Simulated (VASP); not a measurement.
The system is AlAs.

```
Al As
1.0
     0.00000    2.84090    2.84090
     2.84090    0.00000    2.84090
     2.84090    2.84090    0.00000
Al As
1 1
Direct
  0.00000 0.00000 0.00000
  0.25000 0.25000 0.25000
```

The cell was built by a generator and needn't be a form met in nature.

Base run:

| Quantity | Value |
| --- | --- |
| Program | VASP 6.6.1 |
| Functional | HSE06 |
| Potentials or basis | VASP PAW PBE potentials, release 64 (Al, As) |
| Cutoff | 520 eV |
| k mesh | 6 × 6 × 6 |
| Occupations | gaussian, width 0.03 eV |
| Spin | no spin polarisation |

Its results: band gap on the k mesh 2.12 eV, indirect (least direct gap 2.85 eV); pressure -0.2 GPa.

Problem. The run is repeated on the same cell with these changes: functional from HSE06 to PBEsol. What comes out?

Solution. Band gap on the k mesh 1.33 eV, indirect (least direct gap 1.89 eV); pressure 0.0 GPa.

HSE06 gives the wider gap, since exact exchange removes part of the self-interaction.

Caveats: the PAW data sets were made with another functional, which shifts forces and pressure a little.
